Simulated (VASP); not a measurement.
A run of VASP 6.6.1 is set up as follows.

The input INCAR:

```
SYSTEM = TiC
AGGAC    = 0.0          
ALGO     = Normal         ! electronic algorithm
EDIFF    = 1E-6           ! SCF threshold, eV
EDIFFG   = -0.01          ! ionic threshold
ENCUT    = 600            ! plane-wave cutoff, eV
GGA      = BO             ! functional
IBRION   = 2              ! ionic algorithm
ISIF     = 3              ! what is computed and relaxed
ISMEAR   = -1             ! smearing method
LASPH    = .True.         ! aspherical terms in the spheres
LCHARG   = .False.        ! write CHGCAR
LREAL    = .False.        ! projectors in reciprocal space
LUSE_VDW = .True.       
LWAVE    = .False.        ! write WAVECAR
NELM     = 80             ! most SCF steps
NSW      = 60             ! ionic steps
PARAM1   = 0.1833333333 
PARAM2   = 0.22         
PREC     = Accurate       ! precision mode
SIGMA    = 0.05           ! smearing width, eV
```

File KPOINTS:

```
k-points
0
Gamma
  10 10 10
  0 0 0
```

Contents of POSCAR:

```
TiC
1.0
    3.0420900000      0.0000000000      0.0000000000
   -1.5210400000      2.6345200000      0.0000000000
    0.0000000000      0.0000000000      2.6979700000
Ti C
1 1
Direct
    0.0000000000      0.0000000000      0.5000000000
    0.3333300000      0.6666700000      0.0000000000
```

Potentials or basis: VASP PAW PBE potentials, release 64 (Ti_sv, C).

Launch:

```console
$ cat potpaw_PBE.64/Ti_sv/POTCAR potpaw_PBE.64/C/POTCAR > POTCAR
$ mpirun -np 1 vasp_std > vasp.out
```

Task: What does it give for the band gap on the k mesh?

Result: None (metal or under the smearing width).

Task: What does it give for the space group after relaxing (to 0.05 Å)?

Result: P-6m2 (No. 187).

Task: What does it give for the relaxed volume?

Result: 10.81 Å³/atom.

Final structure:
```cif
data_structure
_symmetry_space_group_name_H-M 'P 1'
_symmetry_Int_Tables_number 1
_cell_length_a 3.0407
_cell_length_b 3.0407
_cell_length_c 2.6998
_cell_angle_alpha 90.000
_cell_angle_beta 90.000
_cell_angle_gamma 120.000
_cell_volume 21.62
loop_
_atom_site_label
_atom_site_type_symbol
_atom_site_fract_x
_atom_site_fract_y
_atom_site_fract_z
_atom_site_occupancy
Ti1 Ti 0.00000 0.00000 0.50000 1
C1 C 0.33333 0.66667 0.00000 1
```

Caveat: the PAW data sets were made with another functional, which shifts forces and pressure a little.
